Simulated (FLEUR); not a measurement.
# Pt (Im-3m) in FLEUR: further runs

The runs below take Pt through single point, with PBE.

Everything below comes from runs of FLEUR MaX-R8.1 (later development tree). Logs are shortened: lines on timing, memory, paths and dates and some standing lists are left out, and cuts for length are marked.

## 1. The crystal as given

Symmetry: Im-3m, No. 229, cubic system. Conventional cell: a = 3.168 Å, b = 3.168 Å, c = 3.168 Å, α = 90.00°, β = 90.00°, γ = 90.00°. Pt (site symmetry m-3m) is surrounded by 8 Pt at 2.74 Å.

This isn't the form of Pt at room conditions, which is fcc.

## 2. Single point, PBE

Contents of inp.xml:

```xml
<?xml version="1.0" encoding="UTF-8" standalone="no"?>
<fleurInput fleurInputVersion="0.39">
   <comment>
      Pt                                                                                                  
   </comment>
   <calculationSetup>
      <cutoffs Kmax="4.17" Gmax="12.9" GmaxXC="12.9" numbands="0"/>
      <scfLoop itmax="60" minDistance="0.00001" maxIterBroyd="15" imix="Anderson" alpha="0.05" precondParam="0.0" spinf="2.0" sdNocoIR="T"/>
      <coreElectrons ctail="T" frcor="F" kcrel="0" coretail_lmax="0"/>
      <xcFunctional name="pbe" relativisticCorrections="F"/>
      <magnetism jspins="1"/>
      <soc l_soc="F" theta="0.0" phi="0.0" spav="F"/>
      <expertModes spex="0" secvar="F"/>
      <geometryOptimization l_f="T" forcealpha="1.0" forcemix="BFGS" epsdisp="0.0005" epsforce="0.0002"/>
      <ldaU l_linMix="F" mixParam="0.05" spinf="1.0"/>
   </calculationSetup>
   <cell>
      <bzIntegration valenceElectrons="18.0" mode="hist" fermiSmearingEnergy="0.00183747">
         <kPointListSelection listName="default-1"/>
         <!-- k-points included here -->
         <xi:include xmlns:xi="http://www.w3.org/2001/XInclude" href="kpts.xml"> </xi:include>
      </bzIntegration>
      <!-- symmetry operations included here -->
      <xi:include xmlns:xi="http://www.w3.org/2001/XInclude" href="sym.xml"> </xi:include>
      <bulkLattice scale="1.0">
         <bravaisMatrix>
            <row-1>   -2.9937419211138119     2.9937419211138119     2.9937419211138119</row-1>
            <row-2>    2.9937419211138119    -2.9937419211138119     2.9937419211138119</row-2>
            <row-3>    2.9937419211138119     2.9937419211138119    -2.9937419211138119</row-3>
         </bravaisMatrix>
      </bulkLattice>
   </cell>
   <atomSpecies>
      <species name="Platinum (Pt)" element="Pt" atomicNumber="78">
         <mtSphere radius="2.35" gridPoints="793" logIncrement="0.017"/>
         <atomicCutoffs lmax="10" lnonsphr="8"/>
         <electronConfig flipSpins="F">
            <coreConfig>(1s1/2) (2s1/2) (2p1/2) (2p3/2) (3s1/2) (3p1/2) (3p3/2) (4s1/2) (3d3/2) (3d5/2) (4p1/2) (4p3/2) (4d3/2) (4d5/2) (4f5/2) (4f7/2)</coreConfig>
            <valenceConfig>(5s1/2) (5p1/2) (5p3/2) (6s1/2) (5d3/2) (5d5/2)</valenceConfig>
            <stateOccupation state="(6s1/2)" spinUp="0.500000" spinDown="0.500000"/>
            <stateOccupation state="(5d3/2)" spinUp="1.800000" spinDown="1.800000"/>
            <stateOccupation state="(5d5/2)" spinUp="2.700000" spinDown="2.700000"/>
         </electronConfig>
         <energyParameters s="6" p="6" d="5" f="5"/>
         <lo type="SCLO" l="0" n="5" eDeriv="0"/>
         <lo type="SCLO" l="1" n="5" eDeriv="0"/>
         <lo type="SCLO" l="1" n="5" eDeriv="1"/>
         <lo type="SCLO" l="2" n="5" eDeriv="2"/>
         <lo type="SCLO" l="3" n="5" eDeriv="2"/>
      </species>
   </atomSpecies>
   <atomGroups>
      <atomGroup species="Platinum (Pt)">
         <relPos label="                   1">.0000000000 .0000000000 .0000000000</relPos>
         <force calculate="T" relaxXYZ="TTT"/>
      </atomGroup>
   </atomGroups>
   <output dos="F" band="F" slice="F">
      <checks vchk="F" cdinf="F"/>
      <bandDOS minEnergy="-.5*Htr" maxEnergy="0.5*Htr" sigma="0.015" storeEVData="T"/>
      <vacuumDOS vacdos="F" integ="F" star="F" nstars="0" locx1="0.0" locy1="0.0" locx2="0.0" locy2="0.0" nstm="0" tworkf="0.0"/>
      <unfoldingBand unfoldBand="F" supercellX="1" supercellY="1" supercellZ="1"/>
      <plotting iplot="0" polar="F">
         <plot TwoD="T" vec1="  1.0  0.0  0.0" vec2="  0.0  1.0  0.0" vec3="  0.0  0.0  1.0" zero="  0.0  0.0  0.0" file="plot"/>
      </plotting>
      <chargeDensitySlicing numkpt="0" minEigenval="0.0" maxEigenval="0.0" nnne="0" pallst="F"/>
      <specialOutput eonly="F"/>
      <moessbauerParams electricFieldGradient="T" isomerShift="T" coreHyperfine="T" valenceHyperfine="T"/>
      <magneticCircularDichroism mcd="F" energyLo="-10.0" energyUp="0.0"/>
   </output>
  <!-- We include the file relax.xml here to enable relaxations (see documentation) -->
  <xi:include xmlns:xi="http://www.w3.org/2001/XInclude" href="relax.xml"> <xi:fallback/> </xi:include>
</fleurInput>
```

Contents of crystal.txt:

```
Pt
&input cartesian=F /
-1.5842200000  1.5842200000  1.5842200000
1.5842200000  -1.5842200000  1.5842200000
1.5842200000  1.5842200000  -1.5842200000
1.8897261246
1.0 1.0 1.0

1
78 0.0000000000  0.0000000000  0.0000000000

&kpt div1=12 div2=12 div3=12 gamma=T /
```

Potentials or basis: all-electron, FLAPW.

Started as:

```bash
inpgen -f crystal.txt -profile fastHighL
# inp.xml edited to the form shown
fleur_MPI
```

The program printed:

```text
Welcome to FLEUR        (www.flapw.de)
      MaX-Release 8.1          (www.max-centre.eu)

 ========== k-point set info ==========
 Selected k-point list: default-1
 k-point list type: mesh
 12 x 12 x 12
 Number of k points: 72

 ------------Calculation Setup---------------------------
 Number of MPI-tasks      :            1
 Number of PE/node        :            1
 Number of OMP-threads    :            1
 Most efficient MPI parallelization for:
           1           2           3           4           6           8           9          12          18          24          36          72
 Additional eigenvalue parallelization possible
 Number of basis functions:          175
 Approximate size of matrices (H+S) per k-point:         0.000 GB
 --------------------------------------------------------
 Iteration:     1   Distance:      17.58180225 me/bohr^3
 Iteration:     2   Distance:      15.88229326 me/bohr^3
 Iteration:     3   Distance:       7.04546521 me/bohr^3
 Iteration:     4   Distance:       3.30368733 me/bohr^3
 Iteration:     5   Distance:       3.52402945 me/bohr^3
 Iteration:     6   Distance:       0.17792595 me/bohr^3
 Iteration:     7   Distance:       0.30857204 me/bohr^3
 Iteration:     8   Distance:       0.01660680 me/bohr^3
 Iteration:     9   Distance:       0.01206572 me/bohr^3
 Iteration:    10   Distance:       0.00333582 me/bohr^3
 Iteration:    11   Distance:       0.00028842 me/bohr^3
 Iteration:    12   Distance:       0.00011245 me/bohr^3
 Iteration:    13   Distance:       0.00000261 me/bohr^3

 ********************************************************************
 Run finished successfully
 Stop message:
   Structural relaxation: Done
 ********************************************************************
```

out.xml (last iteration):

```text
<iteration numberForCurrentRun="   14" overallNumber="   14">
         <energyParameters units="Htr">
            <atomicEP atomType="1" spin="1" branch="6s" branchLowest="-3.07" branchHighest="2.07" value="0.3267025807"/>
            <atomicEP atomType="1" spin="1" branch="6p" branchLowest="-1.35" branchHighest="3.13" value="0.4855097213"/>
            <atomicEP atomType="1" spin="1" branch="5d" branchLowest="-10.60" branchHighest="0.75" value="0.4194372887"/>
            <atomicEP atomType="1" spin="1" branch="5f" branchLowest="-1.92" branchHighest="2.93" value="0.7727532617"/>
            <loAtomicEP atomType="1" spin="1" branch="5s" branchLowest="-24.85" branchHighest="-3.07" value="-3.0818064791"/>
            <loAtomicEP atomType="1" spin="1" branch="5p" branchLowest="-18.40" branchHighest="-1.35" value="-1.4377401195"/>
            <loAtomicEP atomType="1" spin="1" branch="5p" branchLowest="-18.40" branchHighest="-1.35" value="-1.4377401195"/>
            <loAtomicEP atomType="1" spin="1" branch="5d" branchLowest="-10.60" branchHighest="0.75" value="0.4057200191"/>
            <loAtomicEP atomType="1" spin="1" branch="5f" branchLowest="-1.92" branchHighest="2.93" value="0.7727452802"/>
         </energyParameters>
         <eigenvalues>
            <eigenvaluesAt spin="1" ikpt="1" k_x="0.00000000" k_y="0.00000000" k_z="0.00000000">
                      -3.0827934044       -1.3906945478       -1.3906945478       -1.3906945478        0.1748044439
                       0.3952244636        0.3952244636        0.3952244636        0.4859017627        0.4859017627
                       1.1486472223        1.1486472223        1.1486472223        1.5115561326        1.5115561326
            </eigenvaluesAt>
            <eigenvaluesAt spin="1" ikpt="2" k_x="0.00000000" k_y="0.00000000" k_z="0.08333333">
                      -3.0827239530       -1.3917039200       -1.3910485632       -1.3906893304        0.1851126691
                       0.3912484283        0.3951880823        0.4034507186        0.4809287969        0.4861634450
                       1.1528408550        1.1555872331        1.1635692155        1.4121438623        1.4308130563
            </eigenvaluesAt>
            <eigenvaluesAt spin="1" ikpt="3" k_x="0.00000000" k_y="0.00000000" k_z="0.16666667">
                      -3.0825333960       -1.3944403402       -1.3920131437       -1.3906696288        0.2138800708
                       0.3808243704        0.3942489886        0.4272600188        0.4722817668        0.4872759819
                       1.1434159042        1.1490021261        1.2059582079        1.3483559970        1.3530130909
            </eigenvaluesAt>
            <eigenvaluesAt spin="1" ikpt="4" k_x="0.00000000" k_y="0.00000000" k_z="0.25000000">
                      -3.0822726813       -1.3981400198       -1.3933241157       -1.3906420932        0.2519341002
                       0.3675040063        0.3968559989        0.4637373886        0.4702894624        0.4896320136
                       1.0523542007        1.1100938776        1.2691826446        1.3102160763        1.3463014402
            </eigenvaluesAt>
[... 26 lines left out ...]
            <state n="4" l="3" j="2.5" energy="-1.9957589611" weight="3.0000000000"/>
            <state n="4" l="3" j="3.5" energy="-1.8687355942" weight="4.0000000000"/>
         </coreStates>
         <allElectronCharges>
            <spinDependentCharge spin="1" total="78.0000000" interstitial="2.0876060" mtSpheres="75.9123940"/>
            <totalCharge value="77.9999999913"/>
         </allElectronCharges>
         <moessbauerParams unitsHFF="kG" unitsIS="e/bohr^3" unitsEFG="Htr/bohr^2">
            <coreIsomerShift atomType="1" isTotal="2125463.26563">
               <shell n="1" l="0" isomerShift="1764339.39353"/>
               <shell n="2" l="0" isomerShift="262098.64786"/>
               <shell n="2" l="1" isomerShift="18274.32550"/>
               <shell n="3" l="0" isomerShift="59797.90749"/>
               <shell n="3" l="1" isomerShift="4670.82313"/>
               <shell n="4" l="0" isomerShift="15121.07815"/>
               <shell n="3" l="2" isomerShift="0.00190"/>
               <shell n="4" l="1" isomerShift="1161.08757"/>
               <shell n="4" l="2" isomerShift="0.00050"/>
               <shell n="4" l="3" isomerShift="0.00000"/>
            </coreIsomerShift>
            <isomerShift atomType="1" nucleusRadius="0.0001370" averageDensity="2128520.05577"/>
            <electricFieldGradient atomType="1" VXX="0.00000" VYY="0.00000" VZZ="0.00000" asymParam="0.00000">
            </electricFieldGradient>
         </moessbauerParams>
         <totalEnergy                                    value="   -18446.7275538748" units="Htr">
            <sumOfEigenvalues                            value="   -11318.2422975798">
               <coreElectrons value="-11307.7678029091"/>
               <valenceElectrons value="-10.4744946707"/>
            </sumOfEigenvalues>
            <densityCoulombPotentialIntegral value="-31961.6172921493"/>
            <densityEffectivePotentialIntegral value="-32429.2461454331"/>
            <chargeDenXCDenIntegral value="-357.3288452047"/>
            <FockExchangeEnergyValence value="0.0000000000"/>
            <FockExchangeEnergyCore value="0.0000000000"/>
            <atomTypeDependentContributions atomType="1">
               <electronNucleiInteractionDifferentMTs value="23166.5380815092"/>
               <MadelungTerm value="-53.0558289396"/>
            </atomTypeDependentContributions>
            <tkbTimesEntropy value="0.0002268004"/>
            <freeEnergy value="-18446.7277806752"/>
            <extrapolationTo0K value="-18446.7276672750"/>
         </totalEnergy>
         <totalForcesOnRepresentativeAtoms units="Htr/bohr">
            <forceTotal atomType="1" x="0.000000" y="0.000000" z="0.000000" F_x="0.00000000" F_y="0.00000000" F_z="0.00000000"/>
         </totalForcesOnRepresentativeAtoms>
      </iteration>
```

Run time: 28 s. Hardware: 1 thread of Intel Xeon Platinum 8375C at 2.90GHz (Ice Lake), shared host; peak memory 0.07 GiB.

Results:

| Item | Value |
| --- | --- |
| Free energy | -501961.0346 eV |
| Band gap on the k mesh | none (metal or under the smearing width) |
| Valence electrons inside the program's atomic spheres | Pt 15.91 (radii Pt 2.35 bohr) |

Levels at points of the mesh, in eV from the Fermi level:
```tsv
k point	band 5	band 6	band 7	band 8	band 9	band 10	band 11	band 12	band 13	band 14
(0.00, 0.00, 0.00)	-9.38	-3.39	-3.39	-3.39	-0.92	-0.92	17.12	17.12	17.12	26.99
(0.00, 0.00, 0.50)	-6.45	-4.80	-1.10	-0.60	0.34	1.11	6.32	13.31	15.87	23.94
(0.50, 0.50, 0.50)	-5.96	-5.96	0.59	0.59	0.59	7.72	7.72	7.72	12.78	18.93
```

Core levels (eV from the Fermi level):
```tsv
atom	levels
1 Pt	1s1/2 -78312.0, 2s1/2 -13743.7, 2p1/2 -13170.4, 2p3/2 -11441.1, 3s1/2 -3225.4, 3p1/2 -2968.6, 3p3/2 -2588.4, 4s1/2 -690.5, 3d3/2 -2161.6, 3d5/2 -2079.6, 4p1/2 -581.5, 4p3/2 -491.0, 4d3/2 -312.8, 4d5/2 -296.0, 4f5/2 -68.4, 4f7/2 -65.0
```

The run has no spin-orbit coupling, so splittings on Pt are missing.

## 3. Single point, PBE (cell strained at random at fixed volume)

Changes to inp.xml since step 2:

```diff
@@ -26,5 +26,5 @@
          <bravaisMatrix>
-            <row-1>   -2.9937419211138119     2.9937419211138119     2.9937419211138119</row-1>
-            <row-2>    2.9937419211138119    -2.9937419211138119     2.9937419211138119</row-2>
-            <row-3>    2.9937419211138119     2.9937419211138119    -2.9937419211138119</row-3>
+            <row-1>   -2.8684587482312054     3.0473099875678482     2.9718929076611866</row-1>
+            <row-2>    2.9940348286631249    -3.0069605553553891     3.0571176661545216</row-2>
+            <row-3>    2.8791451494658187     3.0176469565900019    -2.9315434754487275</row-3>
          </bravaisMatrix>
@@ -34,4 +34,4 @@
       <species name="Platinum (Pt)" element="Pt" atomicNumber="78">
-         <mtSphere radius="2.35" gridPoints="793" logIncrement="0.017"/>
-         <atomicCutoffs lmax="10" lnonsphr="8"/>
+         <mtSphere radius="2.35" gridPoints="781" logIncrement="0.017"/>
+         <atomicCutoffs lmax="9" lnonsphr="7"/>
          <electronConfig flipSpins="F">
```

Contents of crystal.txt:

```
Pt
&input cartesian=F /
-1.5179230000  1.6125670000  1.5726580000
1.5843750000  -1.5912150000  1.6177570000
1.5235780000  1.5968700000  -1.5513060000
1.8897261246
1.0 1.0 1.0

1
78 -0.0123120000  -0.0088610000  -0.0124860000

&kpt div1=12 div2=12 div3=12 gamma=T /
```

Potentials or basis: all-electron, FLAPW.

Started as:

```bash
inpgen -f crystal.txt -profile fastHighL
# inp.xml edited to the form shown
fleur_MPI
```

It took 5.8 min on 1 thread of Intel Xeon Platinum 8375C at 2.90GHz (Ice Lake), shared host; peak memory 0.09 GiB.

It converged, with:

| Property | Result |
| --- | --- |
| Free energy | -501961.0222 eV |
| Band gap on the k mesh | none (metal or under the smearing width) |
| Valence electrons inside the program's atomic spheres | Pt 15.92 (radii Pt 2.35 bohr) |

Levels at points of the mesh, in eV from the Fermi level:
```tsv
k point	band 6	band 7	band 8	band 9	band 10	band 11	band 12	band 13
(0.00, 0.00, 0.00)	-3.78	-3.36	-3.10	-1.10	-0.76	16.71	16.91	17.67
(0.00, 0.00, 0.50)	-4.89	-1.09	-0.53	0.35	1.05	6.35	13.19	15.78
(0.00, 0.50, 0.00)	-5.07	-0.85	-0.35	0.11	0.94	5.90	13.42	15.85
(0.00, 0.50, 0.50)	-4.61	-1.37	-0.78	0.29	1.09	6.31	13.34	16.35
(0.50, 0.00, 0.00)	-4.69	-1.28	-0.65	0.11	0.98	5.99	13.52	16.51
(0.50, 0.00, 0.50)	-4.81	-1.18	-0.72	0.72	1.29	6.94	12.86	15.27
(0.50, 0.50, 0.00)	-4.89	-1.10	-0.54	0.39	1.10	6.40	13.01	15.86
(0.50, 0.50, 0.50)	-5.97	0.28	0.55	0.88	7.32	7.52	8.31	12.77
```

Core levels (eV from the Fermi level):
| atom | levels |
| --- | --- |
| 1 Pt | 1s1/2 -78312.0, 2s1/2 -13743.8, 2p1/2 -13170.4, 2p3/2 -11441.2, 3s1/2 -3225.5, 3p1/2 -2968.6, 3p3/2 -2588.4, 4s1/2 -690.5, 3d3/2 -2161.6, 3d5/2 -2079.7, 4p1/2 -581.6, 4p3/2 -491.0, 4d3/2 -312.9, 4d5/2 -296.0, 4f5/2 -68.5, 4f7/2 -65.0 |
